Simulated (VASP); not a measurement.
# CdS (Fm-3m) in VASP: notebook, part 2 of 2

VASP 6.6.1. The steps go on from the part before.

## (3) Single point, PBE (volume scaled by 0.98)

Input file INCAR:

```
SYSTEM = CdS
PREC = Accurate
ENCUT = 520
EDIFF = 1E-6
ISMEAR = -1
SIGMA = 0.05
LREAL = .FALSE.
LASPH = .TRUE.
NELM = 60
ALGO = Fast
ISIF = 2
LWAVE = .FALSE.
LCHARG = .FALSE.
GGA = PE
NBANDS = 16
```

Input file KPOINTS:

```
Automatic mesh
0
G
  8 8 8
  0 0 0
```

Input file POSCAR:

```
CdS
1.0
    0.0000000000      2.7347652956      2.7347652956
    2.7347652956      0.0000000000      2.7347652956
    2.7347652956      2.7347652956      0.0000000000
Cd S
1 1
Direct
    0.0000000000      0.0000000000      0.0000000000
    0.5000000000      0.5000000000      0.5000000000
```

Potentials or basis: VASP PAW PBE potentials, release 64 (Cd, S).

Launch:

```console
cat potpaw_PBE.64/Cd/POTCAR potpaw_PBE.64/S/POTCAR > POTCAR
mpirun -np 1 vasp_std > vasp.out
```

OUTCAR:

```text
SYSTEM = CdS
   PREC = Accurate
   ENCUT = 520
   EDIFF = 1E-6
   ISMEAR = -1
   LREAL = .FALSE.
   LASPH = .TRUE.
   NELM = 60
   ISIF = 2
   GGA = PE

 ion  position               nearest neighbor table
   1  0.000  0.000  0.000-   2 2.73   2 2.73   2 2.73   2 2.73   2 2.73   2 2.73
   2  0.500  0.500  0.500-   1 2.73   1 2.73   1 2.73   1 2.73   1 2.73   1 2.73

  LATTYP: Found a face centered cubic cell.
 ALAT       =     5.4695305912

  Lattice vectors:

[... 643 lines left out ...]
 [... further k-points ...]

------------------------ aborting loop because EDIFF is reached ----------------------------------------

  FORCE on cell =-STRESS in cart. coord.  units (eV):
  Direction    XX          YY          ZZ          XY          YZ          ZX
  --------------------------------------------------------------------------------------
  -------------------------------------------------------------------------------------
  Total        0.3723779      0.3723779      0.3723779      0.0000000      0.0000000      0.0000000
  in kB       14.5849282     14.5849282     14.5849282      0.0000000      0.0000000      0.0000000
  external PRESSURE =      14.5849282 kB  Pullay stress =       0.0000000 kB

 VOLUME and BASIS-vectors are now :
 -----------------------------------------------------------------------------
  energy-cutoff  :      520.00
  volume of cell :       40.91
      direct lattice vectors                 reciprocal lattice vectors
     0.000000000  2.734765296  2.734765296    -0.182831046  0.182831046  0.182831046
     2.734765296  0.000000000  2.734765296     0.182831046 -0.182831046  0.182831046
     2.734765296  2.734765296  0.000000000     0.182831046  0.182831046 -0.182831046

 POSITION                                       TOTAL-FORCE (eV/Angst)
 -----------------------------------------------------------------------------------
      0.00000      0.00000      0.00000        -0.000000      0.000000      0.000000
      2.73477      2.73477      2.73477         0.000000     -0.000000     -0.000000
 -----------------------------------------------------------------------------------
    total drift:                               -0.000000      0.000000      0.000000

  FREE ENERGIE OF THE ION-ELECTRON SYSTEM (eV)
  ---------------------------------------------------
  free  energy   TOTEN  =        -5.8732261993 eV

  energy  without entropy=       -5.8721950862  energy(sigma->0) =       -5.87271064
```

OSZICAR:

```text
N       E                     dE             d eps       ncg     rms          rms(c)
DAV:   1     0.109022956090E+03    0.10902E+03   -0.94780E+03   960   0.107E+03
DAV:   2    -0.251865805721E+01   -0.11154E+03   -0.10378E+03  1136   0.257E+02
DAV:   3    -0.643164488424E+01   -0.39130E+01   -0.39051E+01  1144   0.502E+01
DAV:   4    -0.644967676009E+01   -0.18032E-01   -0.18030E-01  1096   0.337E+00
DAV:   5    -0.644984632513E+01   -0.16957E-03   -0.16956E-03  1176   0.316E-01    0.749E+00
RMM:   6    -0.590225717335E+01    0.54759E+00   -0.68569E-01   943   0.502E+00    0.641E+00
RMM:   7    -0.587518923310E+01    0.27068E-01   -0.12356E-01   966   0.204E+00    0.303E+00
RMM:   8    -0.587308260254E+01    0.21066E-02   -0.96438E-03  1038   0.976E-01    0.652E-01
RMM:   9    -0.587315370077E+01   -0.71098E-04   -0.18812E-03  1042   0.363E-01    0.135E-01
RMM:  10    -0.587320311146E+01   -0.49411E-04   -0.22684E-04  1076   0.110E-01    0.580E-02
RMM:  11    -0.587322537588E+01   -0.22264E-04   -0.61406E-05  1030   0.646E-02    0.235E-02
RMM:  12    -0.587322603354E+01   -0.65766E-06   -0.10510E-05  1001   0.243E-02    0.153E-02
RMM:  13    -0.587322619931E+01   -0.16577E-06   -0.21662E-06   814   0.112E-02
   1 F= -.58732262E+01 E0= -.58727106E+01  d E =-.103111E-02
```

Run time: 46 s. Hardware: 1 thread of AMD EPYC, shared host; peak memory 0.13 GiB.

What came out:

| Property | Result |
| --- | --- |
| Free energy | -5.8732 eV |
| Pressure | 1.5 GPa |
| Band gap on the k mesh | 0.26 eV, indirect (least direct gap 1.66 eV) |

Levels at points of the mesh, in eV from the valence-band top:
```
           k point  band 5  band 6  band 7  band 8  band 9  band 10  band 11  band 12  band 13  band 14
(0.00, 0.00, 0.00)   -7.61   -7.61   -0.74   -0.74   -0.74     0.92     9.24     9.24     9.24    11.34
(0.50, 0.00, 0.00)   -7.40   -7.40   -4.85    0.00    0.00     3.52     5.92     5.92     6.83    12.30
(0.50, 0.50, 0.00)   -7.34   -6.65   -4.24   -2.13   -2.13     0.26     6.05     9.87    11.28    11.28
```

## (4) Single point, PBE (volume scaled by 1.02)

Edit INCAR of step 3 so:

```diff
@@ -8,4 +8,4 @@
 LASPH = .TRUE.
-NELM = 60
-ALGO = Fast
+NELM = 80
+ALGO = Normal
 ISIF = 2
```

Input file KPOINTS:

```
regular mesh
0
G
  8 8 8
  0 0 0
```

Input file POSCAR:

```
CdS
1.0
    0.0000000000      2.7714779354      2.7714779354
    2.7714779354      0.0000000000      2.7714779354
    2.7714779354      2.7714779354      0.0000000000
Cd S
1 1
Direct
    0.0000000000      0.0000000000      0.0000000000
    0.5000000000      0.5000000000      0.5000000000
```

Launch:

```console
cat potpaw_PBE.64/Cd/POTCAR potpaw_PBE.64/S/POTCAR > POTCAR
mpirun -np 1 vasp_std > vasp.out
```

Wall time 48 s (1 thread of AMD EPYC, shared host); peak memory 0.14 GiB.

Results (log left out):

| Property | Result |
| --- | --- |
| Free energy | -5.8731 eV |
| Pressure | -1.4 GPa |
| Band gap on the k mesh | 0.26 eV, indirect (least direct gap 1.41 eV) |

Levels at points of the mesh, in eV from the valence-band top:
```tsv
k point	band 5	band 6	band 7	band 8	band 9	band 10	band 11	band 12	band 13	band 14
(0.00, 0.00, 0.00)	-7.53	-7.53	-0.66	-0.66	-0.66	0.75	9.23	9.23	9.23	11.19
(0.50, 0.00, 0.00)	-7.35	-7.35	-4.65	0.00	0.00	3.55	5.94	5.94	6.50	12.13
(0.50, 0.50, 0.00)	-7.29	-6.68	-3.97	-1.97	-1.97	0.26	6.10	9.61	10.98	10.98
```

A k mesh can miss the band edges.

## (5) Single point, PBE

Input file INCAR:

```
ALGO = Normal
EDIFF = 1E-6
ENCUT = 520
GGA = PE
ISIF = 2
ISMEAR = -1
LASPH = T
LCHARG = F
LREAL = F
LWAVE = F
NBANDS = 16
NELM = 80
PREC = Accurate
SIGMA = 0.05
```

Input file KPOINTS:

```
k-points
0
Gamma
  8 8 8
```

Input file POSCAR:

```
CdS
1.0
    0.0000000000      2.7532440000      2.7532440000
    2.7532440000      0.0000000000      2.7532440000
    2.7532440000      2.7532440000      0.0000000000
Cd S
1 1
Direct
    0.0000000000      0.0000000000      0.0000000000
    0.5000000000      0.5000000000      0.5000000000
```

Launch:

```console
cat potpaw_PBE.64/Cd/POTCAR potpaw_PBE.64/S/POTCAR > POTCAR
mpirun -np 1 vasp_std > vasp.out
```

Run time: 51 s. Hardware: 1 thread of AMD EPYC, shared host; peak memory 0.14 GiB.

It converged, with:

* Free energy: -5.8769 eV
* Pressure: -0.1 GPa
* Band gap on the k mesh: 0.26 eV, indirect (least direct gap 1.53 eV)

Levels at points of the mesh, in eV from the valence-band top:
| k point | band 6 | band 7 | band 8 | band 9 | band 10 | band 11 | band 12 | band 13 |
| --- | --- | --- | --- | --- | --- | --- | --- | --- |
| (0.00, 0.00, 0.00) | -7.57 | -0.70 | -0.70 | -0.70 | 0.84 | 9.23 | 9.23 | 9.23 |
| (0.50, 0.00, 0.00) | -7.37 | -4.75 | 0.00 | 0.00 | 3.54 | 5.93 | 5.93 | 6.66 |
| (0.50, 0.50, 0.00) | -6.67 | -4.10 | -2.05 | -2.05 | 0.26 | 6.08 | 9.74 | 11.13 |

## (6) Summary

```csv
cell,gap on the mesh (eV),pressure (GPa)
volume scaled by 1.04,0.25,-2.6
volume scaled by 0.98,0.26,1.5
volume scaled by 1.02,0.26,-1.4
as given,0.26,-0.1
```

Alike in all rows: task single point; level PBE; potentials or basis VASP PAW PBE potentials, release 64 (Cd, S); no spin polarisation; k mesh 8 × 8 × 8; cutoff (eV) 520; smearing fermi-dirac 0.05 eV.

Absolute energies hang on the potentials; compare differences alone.
